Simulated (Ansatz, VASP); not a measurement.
# C: VASP beside Ansatz

```
C
1.0
     8.08829    0.00000    0.00000
    -4.04415    7.00467    0.00000
     0.00000    0.00000    1.30468
C
3
Cartesian
  0.0000 0.0000 0.0000
  0.0000 4.6698 0.6523
  4.0441 2.3349 0.6523
```

Alike in both runs: task single point; functional revPBE; k mesh 5 × 5 × 27; occupations fermi-dirac, width 0.1 eV; no spin polarisation.

|  | VASP | Ansatz |
| --- | --- | --- |
| version | VASP 6.6.1 | Ansatz 0.2.0 |
| potentials or method | VASP PAW PBE potentials, release 64 (C) | plane waves (420 eV) with PAW, scalar-relativistic |
| plane-wave cutoff (eV) | 520 | 420 |
| valence electrons in the cell | 12 | 12 |

```csv
,VASP,Ansatz,Ansatz less VASP
pressure (GPa),-3.7,-3.7,+0.07
largest component of the traceless stress (GPa),7.59,7.53,-0.062
```

Caveats: the PAW data sets were made with another functional, which shifts forces and pressure a little (VASP).
